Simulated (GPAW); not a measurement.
# Ir (Fm-3m) in GPAW: a series of runs, part 2 of 2

GPAW 26.7.0. Earlier steps stand in the parts before.

**3. Relaxation of cell and atoms, PBEsol+D4**

File run.py:

```python
from ase.calculators.mixing import SumCalculator
from ase.filters import FrechetCellFilter
from ase.io import read, write
from ase.optimize import LBFGS
from dftd4.ase import DFTD4
from gpaw import GPAW, PW, setup_paths

setup_paths.insert(0, '.')

atoms = read('Ir.xyz')

calc = GPAW(mode=PW(600),
            xc='PBEsol',
            kpts={'size': (12, 12, 12), 'gamma': True},
            occupations={'name': 'fermi-dirac', 'width': 0.05},
            nbands=16,
            convergence={'density': 1e-05, 'forces': 0.0001},
            maxiter=150,
            txt='gpaw.txt')
atoms.calc = SumCalculator([calc, DFTD4(method='pbesol')])
opt = LBFGS(FrechetCellFilter(atoms), trajectory='relax.traj', logfile='-')
done = opt.run(fmax=0.05, steps=40)
calc.write('gs.gpw')
write('result.traj', atoms)
print('Converged:', done)
print('Cell:', atoms.cell.cellpar().round(4))
print('Volume:', round(atoms.get_volume(), 4))
print(atoms.get_scaled_positions().round(5))
```

File Ir.xyz:

```xyz
1
Lattice="0.0000000000 1.9156000000 1.9156000000 1.9156000000 0.0000000000 1.9156000000 1.9156000000 1.9156000000 0.0000000000" Properties=species:S:1:pos:R:3 pbc="T T T"
Ir     0.0000000000      0.0000000000      0.0000000000
```

Potentials or basis: PAW data sets generated in the run's folder for this functional, pw.

Launch:

```bash
$ gpaw-setup -f PBEsol Ir
$ OMP_NUM_THREADS=1 python run.py
```

gpaw.txt:

```text
__  _  _
 | _ |_)|_||  |
 |__||  | ||/\| - 26.7.0

Input parameters:
  mode=PW(ecut=600.0),
  convergence={'density': 1e-05, 'forces': 0.0001},
  kpts=MonkhorstPack(size=(12, 12, 12), gamma=True),
  maxiter=150,
  nbands=16,
  occupations=Occupations(name='fermi-dirac', width=0.05),
  xc=XC(name='PBEsol')

Diagonalizing LCAO Hamiltonian
Converting LCAO to pw mode

       Ir

Atoms  # Å, Bohr magnetons
|   | symbol |        x |        y |        z |    initial magnetic moments |
|---|--------|----------|----------|----------|-----------------------------|
| 0 |     Ir | 0.000000 | 0.000000 | 0.000000 | ( 0.0000,  0.0000,  0.0000) |

Unit cell  # Å
| periodic |        x |        y |        z |  lengths |    angles |
|----------|----------|----------|----------|----------|-----------|
|      yes | 0.000000 | 1.915600 | 1.915600 | 2.709068 | 60.000000 |
|      yes | 1.915600 | 0.000000 | 1.915600 | 2.709068 | 60.000000 |
|      yes | 1.915600 | 1.915600 | 0.000000 | 2.709068 | 60.000000 |

Number of symmetries: 48
Symmetry operations  # r_c * U_cc + t_c -> r_c
|    | kind |            matrix            |
|----|------|------------------------------|
|  0 |  σ   |  1, 0, 0,  1, 0,-1,  1,-1, 0 |
|  1 |  C2  |  1, 0, 0,  1,-1, 0,  1, 0,-1 |
|  2 |  E   |  1, 0, 0,  0, 1, 0,  0, 0, 1 |
|  3 |  σ   |  1, 0, 0,  0, 0, 1,  0, 1, 0 |
|  4 |  C4  |  1, 0,-1,  1, 0, 0,  1,-1, 0 |
|  5 |  S6  |  1, 0,-1,  1,-1, 0,  1, 0, 0 |
|  6 |  σ   |  1, 0,-1,  0, 1,-1,  0, 0,-1 |
|  7 |  C3  |  1, 0,-1,  0, 0,-1,  0, 1,-1 |
|  8 |  S6  |  1,-1, 0,  1, 0, 0,  1, 0,-1 |
[... 149 lines left out ...]
SCF iterations
|iter     | |      energy | eigst |  dens |force |
|---------|-|-------------|-------|-------|------|
|iter:   1| |  -10.445916 | +0.11 |       |      |
|iter:   2| |  -10.426325 | -2.87 | -1.43 |      |
|iter:   3| |  -10.356315 | -2.56 | -1.47 |      |
|iter:   4| |  -10.363839 | -3.46 | -2.13 |      |
|iter:   5| |  -10.367586 | -3.26 | -2.41 |      |
|iter:   6| |  -10.367597c| -5.93 | -3.67 |      |
|iter:   7| |  -10.367598c| -6.40 | -3.93 |      |
|iter:   8| |  -10.367598c| -7.92c| -5.49c|      |
|iter:   9| |  -10.367598c| -8.77c| -5.96c|-23.17c|

Converged in 9 steps
Energy contributions relative to reference atoms: (reference = -484347.881821)

Energy contributions:
  Kinetic:           2.983943
[... 239 lines left out ...]
Converged in 9 steps
Energy contributions relative to reference atoms: (reference = -484347.881821)

Energy contributions:
  Kinetic:           7.535643
  Coulomb:          -6.515340
  Zero:             -0.255169
  External:          0.000000
  Xc:              -11.121638
  Entropy:          -0.004465
  Spinorbit:         0.000000
  ----------------------------
  Free energy:     -10.360970
  Extrapolated:    -10.358737
[... 24 lines left out ...]
No gap
No difference between direct/indirect transitions

Stress tensor  # eV/Ang^3
|         x |         y |         z |
|-----------|-----------|-----------|
| -0.058406 | -0.000000 | -0.000000 |
| -0.000000 | -0.058406 |  0.000000 |
| -0.000000 |  0.000000 | -0.058406 |

Forces  # eV/Ang
|       x |       y |       z |
|---------|---------|---------|
| 0.00000 | 0.00000 | 0.00000 |  # Ir   0

Interpolating wave functions to new cell

       Ir

Atoms  # Å, Bohr magnetons
|   | symbol |        x |         y |         z |    initial magnetic moments |
|---|--------|----------|-----------|-----------|-----------------------------|
| 0 |     Ir | 0.000000 | -0.000000 | -0.000000 | ( 0.0000,  0.0000,  0.0000) |

Unit cell  # Å
| periodic |        x |        y |        z |  lengths |    angles |
|----------|----------|----------|----------|----------|-----------|
|      yes | 0.000000 | 1.903558 | 1.903558 | 2.692038 | 60.000000 |
|      yes | 1.903558 | 0.000000 | 1.903558 | 2.692038 | 60.000000 |
|      yes | 1.903558 | 1.903558 | 0.000000 | 2.692038 | 60.000000 |

Number of symmetries: 48
Symmetry operations  # r_c * U_cc + t_c -> r_c
|    | kind |            matrix            |
|----|------|------------------------------|
|  0 |  σ   |  1, 0, 0,  1, 0,-1,  1,-1, 0 |
|  1 |  C2  |  1, 0, 0,  1,-1, 0,  1, 0,-1 |
|  2 |  E   |  1, 0, 0,  0, 1, 0,  0, 0, 1 |
|  3 |  σ   |  1, 0, 0,  0, 0, 1,  0, 1, 0 |
|  4 |  C4  |  1, 0,-1,  1, 0, 0,  1,-1, 0 |
|  5 |  S6  |  1, 0,-1,  1,-1, 0,  1, 0, 0 |
|  6 |  σ   |  1, 0,-1,  0, 1,-1,  0, 0,-1 |
|  7 |  C3  |  1, 0,-1,  0, 0,-1,  0, 1,-1 |
|  8 |  S6  |  1,-1, 0,  1, 0, 0,  1, 0,-1 |
[... 149 lines left out ...]
SCF iterations
|iter     | |      energy | eigst |  dens |force |
|---------|-|-------------|-------|-------|------|
|iter:   1| |  -10.367451 | -2.22 |       |      |
|iter:   2| |  -10.366828 | -5.32 | -2.25 |      |
|iter:   3| |  -10.364462c| -4.33 | -2.30 |      |
|iter:   4| |  -10.364541c| -5.36 | -3.17 |      |
|iter:   5| |  -10.364588c| -5.15 | -3.49 |      |
|iter:   6| |  -10.364588c| -8.08c| -4.62 |      |
|iter:   7| |  -10.364588c| -7.65c| -4.91 |      |
|iter:   8| |  -10.364588c| -8.78c| -6.32c|      |
|iter:   9| |  -10.364588c| -9.50c| -6.85c|-25.03c|

Converged in 9 steps
Energy contributions relative to reference atoms: (reference = -484347.881821)

Energy contributions:
  Kinetic:           6.021131
  Coulomb:          -5.223444
  Zero:             -0.250699
  External:          0.000000
  Xc:              -10.909306
  Entropy:          -0.004540
  Spinorbit:         0.000000
  ----------------------------
  Free energy:     -10.366858
  Extrapolated:    -10.364588
[... 24 lines left out ...]
No gap
No difference between direct/indirect transitions

Stress tensor  # eV/Ang^3
|         x |         y |         z |
|-----------|-----------|-----------|
| -0.034499 | -0.000000 | -0.000000 |
| -0.000000 | -0.034499 |  0.000000 |
| -0.000000 |  0.000000 | -0.034499 |

Forces  # eV/Ang
|        x |        y |        z |
|----------|----------|----------|
| -0.00000 | -0.00000 | -0.00000 |  # Ir   0

# Writing to gs.gpw (mode='')
```

stdout:

```text
Step          Energy          fmax
LBFGS:    0      -10.909384        0.651753
LBFGS:    1      -10.914047        0.310573
LBFGS:    2      -10.915513        0.008875
Converged: True
Cell: [ 2.692  2.692  2.692 60.    60.    60.   ]
Volume: 13.7952
[[0. 0. 0.]]
```

Run time: 25 s. Hardware: 1 thread of Arm Neoverse V2, shared host; peak memory 0.17 GiB.

Results:

```
Free energy                            : -10.9178 eV
Relaxed volume                         : 13.80 Å³/atom
Relaxed cell                           : a = 2.692 Å, b = 2.692 Å, c = 2.692 Å, α = 60.00°, β = 60.00°, γ = 60.00°
Space group after relaxing (to 0.05 Å) : Fm-3m (No. 225)
Energy gained by relaxing              : 6.1 meV/atom
Ionic steps                            : 3
Pressure after relaxing                : -0.1 GPa
Band gap on the k mesh                 : none (metal or under the smearing width)
Dispersion energy per atom             : -0.551 eV
```

The path:
```csv
step,energy change (eV),largest force (eV/Å),pressure (GPa),volume (Å³)
1,0.0000,0.0000,-7.43,14.06
2,-0.0047,0.0000,3.64,13.67
3,-0.0061,0.0000,-0.10,13.80
```

Final structure:
```
Ir
1.0
     0.00000    1.90356    1.90356
     1.90356    0.00000    1.90356
     1.90356    1.90356    0.00000
Ir
1
Direct
  0.00000 0.00000 0.00000
```

Levels at points of the mesh, in eV from the Fermi level:
```csv
k point,band 5,band 6,band 7,band 8,band 9,band 10
"(0.00, 0.00, 0.00)",-4.08,-4.08,-4.08,-1.27,-1.27,13.84
"(0.50, 0.50, 0.00)",-7.64,0.89,1.52,1.52,1.61,10.86
"(0.50, 0.50, 0.50)",-4.19,-4.19,-0.91,0.91,0.91,7.51
```

Caveat: later steps reuse the first step's grids; pairwise dispersion overbinds metals, which lowers pressure and volume.

**4. Relaxation of cell and atoms, RPBE+D3(BJ)**

File run.py:

```python
from ase.calculators.mixing import SumCalculator
from ase.filters import FrechetCellFilter
from ase.io import read, write
from ase.optimize import BFGS
from dftd3.ase import DFTD3
from gpaw import GPAW, PW

atoms = read('POSCAR')

calc = GPAW(mode=PW(600),
            xc='RPBE',
            kpts={'size': (12, 12, 12), 'gamma': True},
            occupations={'name': 'fermi-dirac', 'width': 0.05},
            nbands=16,
            convergence={'density': 1e-05, 'forces': 0.0001},
            maxiter=150,
            txt='gpaw.txt')
atoms.calc = SumCalculator([calc, DFTD3(method='rpbe', damping='d3bj')])
opt = BFGS(FrechetCellFilter(atoms), trajectory='relax.traj', logfile='-')
done = opt.run(fmax=0.01, steps=60)
calc.write('gs.gpw')
write('result.traj', atoms)
print('Converged:', done)
print('Cell:', atoms.cell.cellpar().round(4))
print('Volume:', round(atoms.get_volume(), 4))
print(atoms.get_scaled_positions().round(5))
```

File POSCAR:

```
Ir
1.0
    0.0000000000      1.9156000000      1.9156000000
    1.9156000000      0.0000000000      1.9156000000
    1.9156000000      1.9156000000      0.0000000000
Ir
1
Direct
    0.0000000000      0.0000000000      0.0000000000
```

Potentials or basis: the program's PAW data sets (release 1.2.1) made for this functional, pw.

Launch:

```bash
$ OMP_NUM_THREADS=1 python run.py
```

It took 32 s on 1 thread of Arm Neoverse V2, shared host; peak memory 0.18 GiB.

It converged, with:

* Free energy: -13.1116 eV
* Relaxed volume: 12.95 Å³/atom
* Relaxed cell: a = 2.636 Å, b = 2.636 Å, c = 2.636 Å, α = 60.00°, β = 60.00°, γ = 60.00°
* Space group after relaxing (to 0.05 Å): Fm-3m (No. 225)
* Energy gained by relaxing: 127.9 meV/atom
* Ionic steps: 5
* Pressure after relaxing: 0.0 GPa
* Band gap on the k mesh: none (metal or under the smearing width)
* Dispersion energy per atom: -4.583 eV

Step by step:
```csv
step,energy change (eV),largest force (eV/Å),pressure (GPa),volume (Å³)
1,0.0000,0.0000,-34.21,14.06
2,-0.0823,0.0000,25.93,12.36
3,-0.1274,0.0000,-2.65,13.01
4,-0.1279,0.0000,-0.16,12.95
5,-0.1279,0.0000,0.00,12.95
```

Final structure:
```
Ir
1.0
     0.00000    1.86363    1.86363
     1.86363    0.00000    1.86363
     1.86363    1.86363    0.00000
Ir
1
Direct
  0.00000 0.00000 0.00000
```

Levels at points of the mesh, in eV from the Fermi level:
| k point | band 5 | band 6 | band 7 | band 8 | band 9 | band 10 |
| --- | --- | --- | --- | --- | --- | --- |
| (0.00, 0.00, 0.00) | -4.47 | -4.47 | -4.47 | -1.41 | -1.41 | 13.72 |
| (0.50, 0.50, 0.00) | -8.37 | 0.97 | 1.69 | 1.70 | 1.70 | 11.87 |
| (0.50, 0.50, 0.50) | -4.62 | -4.62 | -1.01 | 1.01 | 1.01 | 8.27 |

Caveat: later steps reuse the first step's grids; pairwise dispersion overbinds metals, which lowers pressure and volume.

**5. Overview**

| level | potentials or basis | optimizer | fmax | max steps | gap on the mesh (eV) | pressure (GPa) | relaxed volume (Å³/atom) |
| --- | --- | --- | --- | --- | --- | --- | --- |
| PBEsol+D3(BJ) | PAW data sets generated in the run's folder for this functional, pw | FIRE | 0.02 eV/Å | 60 | none | 0.2 | 13.69 |
| PBEsol+D4 | PAW data sets generated in the run's folder for this functional, pw | LBFGS | 0.05 eV/Å | 40 | none | -0.1 | 13.80 |
| RPBE+D3(BJ) | the program's PAW data sets (release 1.2.1) made for this functional, pw | BFGS | 0.01 eV/Å | 60 | none | 0.0 | 12.95 |

Alike in all rows: task relaxation of cell and atoms; no spin polarisation; cell relaxed; k mesh 12 × 12 × 12; cutoff (eV) 600; smearing fermi-dirac 0.05 eV.

Caveats: later steps reuse the first step's grids; pairwise dispersion overbinds metals, which lowers pressure and volume.

Total energies depend on the potentials used, so only differences within one code and one set of settings carry meaning.
